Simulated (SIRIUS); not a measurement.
# Bi (Im-3m) in SIRIUS: convergence with density cutoff

Aim: find how far density cutoff must go before the results for Bi settle, at PBE. This setting moves, with any that are tied to it; all else stays.

Everything below comes from runs of SIRIUS 7.10.0. Logs are shortened: lines on timing, memory, paths and dates and some standing lists are left out, and cuts for length are marked. The log counts tension as positive stress, the text compression.

### Step 1. The structure

Symmetry: Im-3m, No. 229, cubic system. The conventional cell has a = 3.963 Å, b = 3.963 Å, c = 3.963 Å, α = 90.00°, β = 90.00°, γ = 90.00°. Around Bi (site symmetry m-3m) lie 8 Bi at 3.43 Å.

This isn't the form of Bi at room conditions, which is rhombohedral.

### Step 2. With density cutoff 2666.7 eV

sirius.json

```json
{
  "control": {
    "processing_unit": "cpu",
    "verbosity": 2,
    "num_bands_to_print": 14,
    "print_forces": true,
    "print_stress": true
  },
  "parameters": {
    "electronic_structure_method": "pseudopotential",
    "xc_functionals": ["XC_GGA_X_PBE", "XC_GGA_C_PBE"],
    "gk_cutoff": 6.4,
    "pw_cutoff": 14.0,
    "ngridk": [9, 9, 9],
    "shiftk": [0, 0, 0],
    "smearing": "cold",
    "smearing_width": 0.0018374661,
    "num_bands": 14,
    "num_mag_dims": 0,
    "num_dft_iter": 100,
    "energy_tol": 1e-08,
    "density_tol": 1e-06
  },
  "iterative_solver": {
    "type": "davidson",
    "min_tolerance": 1e-10
  },
  "mixer": {
    "type": "anderson",
    "beta": 0.7,
    "max_history": 8
  },
  "settings": {
    "tol_ne": 1e-10
  },
  "unit_cell": {
    "lattice_vectors": [
      [-0.57735026919, 0.57735026919, 0.57735026919],
      [0.57735026919, -0.57735026919, 0.57735026919],
      [0.57735026919, 0.57735026919, -0.57735026919]
    ],
    "lattice_vectors_scale": 6.4854235633,
    "atom_coordinate_units": "lattice",
    "atom_types": ["Bi"],
    "atom_files": {
      "Bi": "Bi.json"
    },
    "atoms": {
      "Bi": [
        [0.0, 0.0, 0.0]
      ]
    }
  }
}
```

Potentials or basis: JTH 2.0 PBE (PAW).

Command:

```bash
$ upf_to_json Bi.GGA_PBE-JTH.UPF
$ OMP_NUM_THREADS=1 sirius.scf --input=sirius.json --output=out.json --task=0
```

Log:

```text
[info] SIRIUS version : 7.10.0
[info] number of MPI ranks           : 1
[info] MPI grid                      : 1 1
[info] maximum number of OMP threads : 1
[fft] FFT context for density and potential
[fft] =====================================
[fft]   comm size                             : 1
[fft]   plane wave cutoff                     : 14
[fft]   grid size                             : 32 32 32   total : 32768
[fft]   grid limits                           : -15 16   -15 16   -15 16
[fft]   number of G-vectors within the cutoff : 4931
[fft]   local number of G-vectors             : 4931
[fft]   number of G-shells                    : 280
[fft] FFT context for coarse grid
[fft] =====================================
[fft]   comm size                             : 1
[fft]   plane wave cutoff                     : 12.8
[fft]   grid size                             : 30 30 30   total : 27000
[fft]   grid limits                           : -14 15   -14 15   -14 15
[fft]   number of G-vectors within the cutoff : 3710
[fft]   local number of G-vectors             : 3710
[fft]   number of G-shells                    : 217
[unit cell] lattice vectors
[unit cell]   a1 :      -3.7443610401      3.7443610401      3.7443610401
[unit cell]   a2 :       3.7443610401     -3.7443610401      3.7443610401
[unit cell]   a3 :       3.7443610401      3.7443610401     -3.7443610401
[unit cell] reciprocal lattice vectors
[unit cell]   b1 :       0.0000000000      0.8390196939      0.8390196939
[unit cell]   b2 :       0.8390196939      0.0000000000      0.8390196939
[unit cell]   b3 :       0.8390196939      0.8390196939      0.0000000000
[... 514 lines left out ...]
[find] valence_eval_sum               :      -3.14063893
[find] <rho|V^{XC}>                   :     -10.95811290
[find] <rho|E^{XC}>                   :      -8.95894471
[find] <mag|B^{XC}>                   :       0.00000000
[find] <rho|V^{H}>                    :      35.15249559
[find] one-electron contribution      :     -19.66455684 (Ha),     -39.32911369 (Ry)
[find] hartree contribution           :      17.57624779
[find] xc contribution                :      -8.95894471
[find] ewald contribution             :     -54.67071133
[find] PAW contribution               :    -387.45820138
[find] smearing (-TS)                 :      -0.00002325
[find] SCF correction                 :      -0.00000005
[find] Total energy                   :    -453.17616652 (Ha),    -906.35233304 (Ry)
[find] Free energy (E-TS)             :    -453.17618977 (Ha),    -906.35237954 (Ry)
[find] band gap (eV)                  :       0.00000000
[find] Efermi                         :       0.42398468
[ground_state] === stress tensor components [kbar] ===
[ground_state] === stress_kin ===
[ground_state] -4371.111339    0.000000   -0.000000
[ground_state]     0.000000-4371.111339   -0.000000
[ground_state]    -0.000000   -0.000000-4371.111339
[ground_state] === stress_har ===
[ground_state] -8208.605287   -0.000000   -0.000000
[ground_state]    -0.000000-8208.605287   -0.000000
[ground_state]    -0.000000   -0.000000-8208.605287
[ground_state] === stress_ewald ===
[ground_state] 25532.769870    0.000000    0.000000
[ground_state]     0.00000025532.769870    0.000000
[ground_state]     0.000000    0.00000025532.769870
[ground_state] === stress_vloc ===
[ground_state] -3576.240792   -0.000000   -0.000000
[ground_state]    -0.000000-3576.240792   -0.000000
[ground_state]    -0.000000   -0.000000-3576.240792
[ground_state] === stress_xc ===
[ground_state]  2910.359642    0.000000    0.000000
[ground_state]     0.000000 2910.359642    0.000000
[ground_state]     0.000000    0.000000 2910.359642
[ground_state] === stress_core ===
[ground_state]   786.170908    0.000000    0.000000
[ground_state]     0.000000  786.170908    0.000000
[ground_state]     0.000000    0.000000  786.170908
[ground_state] === stress_nonloc ===
[ground_state] -3103.712541    0.000000   -0.000000
[ground_state]     0.000000-3103.712541   -0.000000
[ground_state]    -0.000000   -0.000000-3103.712541
[ground_state] === stress_us ===
[ground_state] -9975.975457   -0.000000   -0.000000
[ground_state]    -0.000000-9975.975457   -0.000000
[ground_state]    -0.000000   -0.000000-9975.975457
[ground_state] === stress_us_nl ===
[ground_state] -13079.687998   -0.000000   -0.000000
[ground_state]    -0.000000-13079.687998   -0.000000
[ground_state]    -0.000000   -0.000000-13079.687998
[ground_state] === stress_total ===
[ground_state]    -6.344997    0.000000   -0.000000
[ground_state]     0.000000   -6.344997   -0.000000
[ground_state]    -0.000000   -0.000000   -6.344997
[ground_state] ==== total Forces in Ha/bohr =====
[ground_state] atom:    0, force:       0.0000000      0.0000000      0.0000000
[ground_state] ==== ultrasoft contribution from Qij =====
[ground_state] atom:    0, force:       0.0000000      0.0000000      0.0000000
[ground_state] ==== non-local contribution from Beta-projector =====
[ground_state] atom:    0, force:       0.0000000      0.0000000      0.0000000
[ground_state] ==== contribution from local potential =====
[ground_state] atom:    0, force:       0.0000000      0.0000000      0.0000000
[ground_state] ==== contribution from core density =====
[ground_state] atom:    0, force:       0.0000000      0.0000000      0.0000000
[ground_state] ==== Ewald forces from ions =====
[ground_state] atom:    0, force:       0.0000000      0.0000000      0.0000000
[~DFT_ground_state] local op. applied: 32662
[~DFT_ground_state] evp. work count: 10153
[~DFT_ground_state] number of iterative solver steps: 2879
```

It took 25 s on 1 thread of Arm Neoverse V2, shared host; peak memory 0.23 GiB.

What came out:

```
Free energy            : -12331.5523 eV
Pressure               : 0.6 GPa
Band gap on the k mesh : none (metal or under the smearing width)
```

### Step 3. With density cutoff 3483.1 eV

sirius.json, as its differences from that of step 2:

```diff
@@ -12,3 +12,3 @@
     "gk_cutoff": 6.4,
-    "pw_cutoff": 14.0,
+    "pw_cutoff": 16.0,
     "ngridk": [9, 9, 9],
@@ -37,7 +37,6 @@
     "lattice_vectors": [
-      [-0.57735026919, 0.57735026919, 0.57735026919],
-      [0.57735026919, -0.57735026919, 0.57735026919],
-      [0.57735026919, 0.57735026919, -0.57735026919]
+      [-3.744361040074, 3.744361040074, 3.744361040074],
+      [3.744361040074, -3.744361040074, 3.744361040074],
+      [3.744361040074, 3.744361040074, -3.744361040074]
     ],
-    "lattice_vectors_scale": 6.4854235633,
     "atom_coordinate_units": "lattice",
```

Potentials or basis: JTH 2.0 PBE (PAW).

Command:

```bash
$ upf_to_json Bi.GGA_PBE-JTH.UPF
$ OMP_NUM_THREADS=1 sirius.scf --input=sirius.json --output=out.json --task=0
```

Run time: 25 s. Hardware: 1 thread of Arm Neoverse V2, shared host; peak memory 0.25 GiB.

Results:

| Item | Value |
| --- | --- |
| Free energy | -12331.5523 eV |
| Pressure | 0.6 GPa |
| Band gap on the k mesh | none (metal or under the smearing width) |

### Step 4. With density cutoff 4408.2 eV

sirius.json, as its differences from that of step 3:

```diff
@@ -12,3 +12,3 @@
     "gk_cutoff": 6.4,
-    "pw_cutoff": 16.0,
+    "pw_cutoff": 18.0,
     "ngridk": [9, 9, 9],
```

Command:

```bash
$ upf_to_json Bi.GGA_PBE-JTH.UPF
$ OMP_NUM_THREADS=1 sirius.scf --input=sirius.json --output=out.json --task=0
```

It took 26 s on 1 thread of Arm Neoverse V2, shared host; peak memory 0.27 GiB.

It converged, with:

| Quantity | Value |
| --- | --- |
| Free energy | -12331.5523 eV |
| Pressure | 0.6 GPa |
| Band gap on the k mesh | none (metal or under the smearing width) |

### Step 5. With density cutoff 5442.3 eV

sirius.json, as its differences from that of step 4:

```diff
@@ -12,3 +12,3 @@
     "gk_cutoff": 6.4,
-    "pw_cutoff": 18.0,
+    "pw_cutoff": 20.0,
     "ngridk": [9, 9, 9],
```

Command:

```bash
$ upf_to_json Bi.GGA_PBE-JTH.UPF
$ OMP_NUM_THREADS=1 sirius.scf --input=sirius.json --output=out.json --task=0
```

Run time: 28 s. Hardware: 1 thread of Arm Neoverse V2, shared host; peak memory 0.3 GiB.

Results (log left out):

| Quantity | Value |
| --- | --- |
| Free energy | -12331.5523 eV |
| Pressure | 0.6 GPa |
| Band gap on the k mesh | none (metal or under the smearing width) |

### Step 6. With density cutoff 7197.4 eV

sirius.json, as its differences from that of step 5:

```diff
@@ -12,3 +12,3 @@
     "gk_cutoff": 6.4,
-    "pw_cutoff": 20.0,
+    "pw_cutoff": 23.0,
     "ngridk": [9, 9, 9],
```

Potentials or basis: JTH 2.0 PBE (PAW).

Command:

```bash
$ upf_to_json Bi.GGA_PBE-JTH.UPF
$ OMP_NUM_THREADS=1 sirius.scf --input=sirius.json --output=out.json --task=0
```

Run time: 30 s. Hardware: 1 thread of Arm Neoverse V2, shared host; peak memory 0.35 GiB.

It converged, with:

| Quantity | Value |
| --- | --- |
| Free energy | -12331.5523 eV |
| Pressure | 0.6 GPa |
| Band gap on the k mesh | none (metal or under the smearing width) |

### Step 7. With density cutoff 9197.4 eV

sirius.json, as its differences from that of step 6:

```diff
@@ -12,3 +12,3 @@
     "gk_cutoff": 6.4,
-    "pw_cutoff": 23.0,
+    "pw_cutoff": 26.0,
     "ngridk": [9, 9, 9],
@@ -37,6 +37,7 @@
     "lattice_vectors": [
-      [-3.744361040074, 3.744361040074, 3.744361040074],
-      [3.744361040074, -3.744361040074, 3.744361040074],
-      [3.744361040074, 3.744361040074, -3.744361040074]
+      [-0.57735026919, 0.57735026919, 0.57735026919],
+      [0.57735026919, -0.57735026919, 0.57735026919],
+      [0.57735026919, 0.57735026919, -0.57735026919]
     ],
+    "lattice_vectors_scale": 6.4854235633,
     "atom_coordinate_units": "lattice",
```

Command:

```bash
$ upf_to_json Bi.GGA_PBE-JTH.UPF
$ OMP_NUM_THREADS=1 sirius.scf --input=sirius.json --output=out.json --task=0
```

Wall time 32 s (1 thread of Arm Neoverse V2, shared host); peak memory 0.43 GiB.

Results (log left out):

```yaml
Free_energy: -12331.5522 eV
Pressure: 0.6 GPa
Band_gap_on_the_k_mesh: none (metal or under the smearing width)
```

### Step 8. With density cutoff 12245.1 eV

sirius.json, as its differences from that of step 7:

```diff
@@ -12,3 +12,3 @@
     "gk_cutoff": 6.4,
-    "pw_cutoff": 26.0,
+    "pw_cutoff": 30.0,
     "ngridk": [9, 9, 9],
@@ -37,7 +37,6 @@
     "lattice_vectors": [
-      [-0.57735026919, 0.57735026919, 0.57735026919],
-      [0.57735026919, -0.57735026919, 0.57735026919],
-      [0.57735026919, 0.57735026919, -0.57735026919]
+      [-3.744361040074, 3.744361040074, 3.744361040074],
+      [3.744361040074, -3.744361040074, 3.744361040074],
+      [3.744361040074, 3.744361040074, -3.744361040074]
     ],
-    "lattice_vectors_scale": 6.4854235633,
     "atom_coordinate_units": "lattice",
```

Command:

```bash
$ upf_to_json Bi.GGA_PBE-JTH.UPF
$ OMP_NUM_THREADS=1 sirius.scf --input=sirius.json --output=out.json --task=0
```

Wall time 35 s (1 thread of Arm Neoverse V2, shared host); peak memory 0.54 GiB.

It converged, with:

```yaml
Free_energy: -12331.5522 eV
Pressure: 0.6 GPa
Band_gap_on_the_k_mesh: none (metal or under the smearing width)
```

### Step 9. The series at a glance

```
density cutoff  energy less the tightest run (meV/atom)  SCF cycles  CPU time (s)  peak memory (GiB)
     2666.7 eV                                    -0.09          29            25               0.23
     3483.1 eV                                    -0.06          29            25               0.25
     4408.2 eV                                    -0.04          29            26               0.27
     5442.3 eV                                    -0.02          29            28                0.3
     7197.4 eV                                    -0.01          30            29               0.35
     9197.4 eV                                     0.00          30            32               0.43
    12245.1 eV                                     0.00          30            35               0.54
```

Against the tightest run, the energy stays within 1 meV/atom from 2666.7 eV on. The tightest run that finished is the yardstick and may itself not be fully converged.

Caveats: spin-orbit coupling is left out, which moves the levels of the heavy elements.
